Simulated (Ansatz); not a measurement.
**What a change of settings does to a run on BAs**

The cell is COD entry 9008833, as deposited and not checked against the literature; nothing was relaxed.

First run: DFT, PBE, all-electron PAW with datasets made for the crystal, scalar-relativistic (Ansatz 0.2.0).

Command: `ansatz run input.yaml --threads 1 --pin off --max-ram 2048MiB --backend cpu --events-out ev --progress --plain --runs-dir out` The run took 6.5 s on 1 thread of Arm Neoverse V2, on a shared host, peak memory 0.45 GiB.

```yaml
crystal:
  lattice:
    - [0.0, 2.3885, 2.3885]
    - [2.3885, 0.0, 2.3885]
    - [2.3885, 2.3885, 0.0]
  atoms:
    - { symbol: B, position: [0.0, 0.0, 0.0] }
    - { symbol: As, position: [0.75, 0.75, 0.75] }
kpoints:
  mp_grid: { grid: [15, 15, 15] }
scf:
  occupations: { method: fermi_dirac, width: 0.03 }
hamiltonian:
  xc: pbe
  pseudopotentials: { kind: all_electron, datasets: crystal, nuclear_model: point }
output:
  forces: true
  stress: true
  eigenvalues: true
  efg: { contact_densities: true }
```

Result: converged; pressure 2.73 GPa; gap on the k mesh 1.19 eV (the mesh can miss the band edges); 7 SCF iterations.

The input is then changed:

```diff
@@ -7,10 +7,11 @@
     - { symbol: B, position: [0.0, 0.0, 0.0] }
     - { symbol: As, position: [0.75, 0.75, 0.75] }
+  symmetry: { detect: false }
 kpoints:
-  mp_grid: { grid: [15, 15, 15] }
+  mp_grid: { grid: [5, 5, 5] }
 scf:
   occupations: { method: fermi_dirac, width: 0.03 }
 hamiltonian:
-  xc: pbe
+  xc: rpbe
   pseudopotentials: { kind: all_electron, datasets: crystal, nuclear_model: point }
 output:
```

**Question.** Predict the outcome of the changed run.

**Answer.** It converged; pressure 5.55 GPa; gap on the k mesh 1.22 eV (the mesh can miss the band edges); 7 SCF iterations. Some of these settings are too coarse for converged properties.
